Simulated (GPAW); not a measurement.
A run of GPAW 26.7.0 is set up as follows.

run.py

```python
from ase import Atoms
from ase.calculators.mixing import SumCalculator
from ase.filters import FrechetCellFilter
from ase.io import write
from ase.optimize import BFGS
from dftd3.ase import DFTD3
from gpaw import GPAW, PW, setup_paths

setup_paths.insert(0, '.')

atoms = Atoms(['Hf', 'Hf'],
              cell=[[3.1967, 0.0, 0.0],
                    [-1.59835, 2.7684234083, 0.0],
                    [0.0, 0.0, 5.0578]],
              scaled_positions=[[0.6666666667, 0.3333333333, 0.75],
                                [0.3333333333, 0.6666666667, 0.25]],
              pbc=True)

calc = GPAW(mode=PW(600),
            xc='PBEsol',
            kpts={'size': (8, 8, 5), 'gamma': True},
            occupations={'name': 'fermi-dirac', 'width': 0.05},
            nbands=24,
            convergence={'density': 1e-05, 'forces': 0.0001},
            maxiter=150,
            txt='gpaw.txt')
atoms.calc = SumCalculator([calc, DFTD3(method='pbesol', damping='d3zero')])
opt = BFGS(FrechetCellFilter(atoms), trajectory='relax.traj', logfile='-')
done = opt.run(fmax=0.02, steps=60)
calc.write('gs.gpw')
write('result.traj', atoms)
print('Converged:', done)
print('Cell:', atoms.cell.cellpar().round(4))
print('Volume:', round(atoms.get_volume(), 4))
print(atoms.get_scaled_positions().round(5))
```

Potentials or basis: PAW data sets generated in the run's folder for this functional, pw.

Command:

```sh
$ gpaw-setup -f PBEsol Hf
$ OMP_NUM_THREADS=1 python run.py
```

Question: What does it give for the relaxed cell?

Answer: a = 3.136 Å, b = 3.136 Å, c = 4.964 Å, α = 90.00°, β = 90.00°, γ = 120.00°.

Question: Predict the dispersion energy per atom.

Answer: -0.341 eV.

Question: Estimate the relaxed volume.

Answer: 21.14 Å³/atom.

Question: Predict the space group after relaxing (to 0.05 Å).

Answer: P6_3/mmc (No. 194).

The path:
| step | energy change (eV) | largest force (eV/Å) | pressure (GPa) | volume (Å³) |
| --- | --- | --- | --- | --- |
| 1 | 0.0000 | 0.0000 | -6.20 | 44.76 |
| 2 | -0.0267 | 0.0000 | -4.33 | 43.94 |
| 3 | -0.0491 | 0.0000 | 0.20 | 42.20 |
| 4 | -0.0492 | 0.0000 | -0.01 | 42.27 |
| 5 | -0.0492 | 0.0000 | -0.04 | 42.28 |

Caveat: later steps reuse the first step's grids; pairwise dispersion overbinds metals, which lowers pressure and volume. Spin-orbit coupling is left out, which matters for the levels of Hf.
